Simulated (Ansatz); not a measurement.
BaZrO3:

```
CELL_PARAMETERS angstrom
4.19134 0.00000 0.00000
0.00000 4.19134 0.00000
0.00000 0.00000 4.19134
ATOMIC_POSITIONS crystal
Ba 0.00000 0.00000 0.00000
Zr 0.50000 0.50000 0.50000
O 0.50000 0.50000 0.00000
O 0.50000 0.00000 0.50000
O 0.00000 0.50000 0.50000
```

Base run:

| Quantity | Value |
| --- | --- |
| Program | Ansatz 0.2.0 |
| Functional | r2SCAN |
| Potentials or basis | Ansatz PAW |
| Cutoff | 500 eV (not typed: the program's choice for these potentials) |
| k mesh | 5 × 5 × 5 |
| Occupations | fermi-dirac, width 0.05 eV |
| Spin | spin-orbit coupling, no magnetisation |

Its results: band gap on the k mesh 3.84 eV, indirect (least direct gap 3.91 eV); pressure 1.6 GPa.

Problem. The run is repeated on the same cell with these changes: k mesh from 5 × 5 × 5 to 6 × 6 × 6; spin from spin-orbit coupling, no magnetisation to no spin polarisation; potential files from those of the base run to others of the same set. What comes out?

Solution. Band gap on the k mesh 3.76 eV, indirect (least direct gap 3.97 eV); pressure 1.6 GPa.

Several settings changed at once, so the effect can't be laid on one alone.

Caveats: the PAW data sets come from PBE, with cores solved anew for the run's functional, which leaves a small shift of forces and pressure; the k mesh misses the band edges, so the gap on the mesh is wider than the one along the path (some runs); spin-orbit coupling is left out, which moves the levels of the heavy elements (some runs).
